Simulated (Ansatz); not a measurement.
## ZnS and the effect of the dispersion correction

The cell as given:

It takes space group F-43m (No. 216, cubic). The conventional cell has a = 5.404 Å, b = 5.404 Å, c = 5.404 Å, α = 90.00°, β = 90.00°, γ = 90.00°. Zn (site symmetry -43m) is surrounded by 4 S at 2.34 Å. S (site symmetry -43m) has 4 Zn at 2.34 Å as nearest neighbours.

Kept alike: task relaxation of cell and atoms; functional PBEsol; k mesh 9 × 9 × 9; occupations fermi-dirac, width 0.05 eV; no spin polarisation. Program: Ansatz, Ansatz PAW, cutoff 420 eV. The mesh is that of the run's cell of 2 atoms. No spin-orbit coupling.

```csv
dispersion correction,volume (Å³/atom)
D3(BJ),18.690
D3(BJ)-ATM,18.774
D4,18.869
none,19.201
```

The relaxations keep at least the cell's symmetry (F-43m). Relaxations stop with a little pressure left, so the last digits of a volume or edge aren't settled. All rows use potentials made for PBE.

The volume runs from 18.690 (D3(BJ)) to 19.201 Å³/atom (none). Against no correction: D3(BJ) -2.7 %; D3(BJ)-ATM -2.2 %; D4 -1.7 %. Dispersion terms mostly attract and so lower the volume; the schemes' coefficients and damping set how far. Measured: 19.8 Å³/atom (pmc:11595366, doi:10.3390/ma17225622); nearest none, 0.60 Å³/atom off. The runs are for a static lattice.
